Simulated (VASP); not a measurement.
The system is CdS (Greenockite).

```
Cd S
1.0
     4.13146    0.00000    0.00000
    -2.06573    3.57795    0.00000
     0.00000    0.00000    6.72462
Cd S
2 2
Direct
  0.33333 0.66667 0.99932
  0.66667 0.33333 0.49932
  0.33333 0.66667 0.37568
  0.66667 0.33333 0.87568
```

Base run:

* Program: VASP 6.6.1
* Functional: PBE
* Potentials or basis: VASP PAW PBE potentials, release 64 (Cd, S)
* Cutoff: 520 eV
* k mesh: 6 × 6 × 3
* Occupations: gaussian, width 0.03 eV
* Spin: no spin polarisation

Its results: band gap on the k mesh 1.22 eV, direct; pressure 3.1 GPa.

Question: The run is repeated on the same cell with these changes: functional from PBE to PBE-EpsX. What comes out?

Answer: Band gap on the k mesh 2.29 eV, direct; pressure 2.2 GPa.

PBE-EpsX gives the wider gap, since exact exchange removes part of the self-interaction.

Caveats: the PAW data sets were made with another functional, which shifts forces and pressure a little (some runs).
